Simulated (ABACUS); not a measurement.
## Se under changes of volume

One of the cells (27.100 Å³/atom); the others are scaled copies at fixed shape and fractional positions:

```
Se
1.0
     4.35517    0.00000    0.00000
    -2.17759    3.77169    0.00000
     0.00000    0.00000    4.94945
Se
3
Direct
  0.78300 0.78300 0.50000
  0.00000 0.21700 0.83333
  0.21700 0.00000 0.16667
```

| Quantity | Value |
| --- | --- |
| Program | ABACUS 3.10.1 |
| Functional | PBE |
| Potentials or basis | PseudoDojo NC SR 0.4.1 PBE standard |
| Cutoff | 1361 eV |
| Density cutoff | 5442 eV |
| Basis | DZP LCAO (the cutoffs set its grid) |
| k mesh | 7 × 7 × 6 |
| Occupations | fermi-dirac, width 0.05 eV |
| Spin | no spin polarisation |

| volume (Å³/atom) | energy over the lowest point (meV/atom) | pressure (GPa) | gap on the mesh (eV) | largest force (eV/Å) |
| --- | --- | --- | --- | --- |
| 25.474 | ? | ? | ? | ? |
| 26.016 | 118.93 | 11.1 | 1.13 | 2.437 |
| 26.558 | 84.55 | 9.3 | 1.11 | 2.123 |
| 27.100 | 55.90 | 7.6 | 1.09 | 1.831 |
| 27.642 | 32.62 | 6.1 | 1.07 | 1.558 |
| 28.184 | 14.18 | 4.8 | 1.06 | 1.303 |
| 28.726 | 0.00 | 3.6 | 1.04 | 1.065 |

**Question.** What does the run at 25.474 Å³/atom give?

**Answer.** Energy over the lowest point 159.91 meV/atom; pressure 13.1 GPa; gap on the mesh 1.15 eV; largest force 2.773 eV/Å.

Worked out: A Birch-Murnaghan fit of order 3 (a polynomial in V^(-2/3)) to the other rows has no minimum within the range. It gives 159.82 meV/atom at 25.474 Å³/atom, against the run's 159.91, and -dE/dV = 13.1 GPa, against 13.1. A straight line through the other rows of the gap, of slope -0.895 eV per unit of ln V, extrapolates to 1.15 eV, against the run's 1.15.

Energies are extrapolated to zero smearing.

Caveats: the atomic orbitals were generated for these runs and aren't a published set; an odd mesh through Γ misses points on the zone boundary, where band edges often lie; the basis of atomic orbitals isn't converged, which shifts pressures, moduli and gaps; forces of over 1 eV/Å show positions far from the minimum, so gaps and moduli don't describe the material at rest. Spin-orbit coupling on Se is left out.
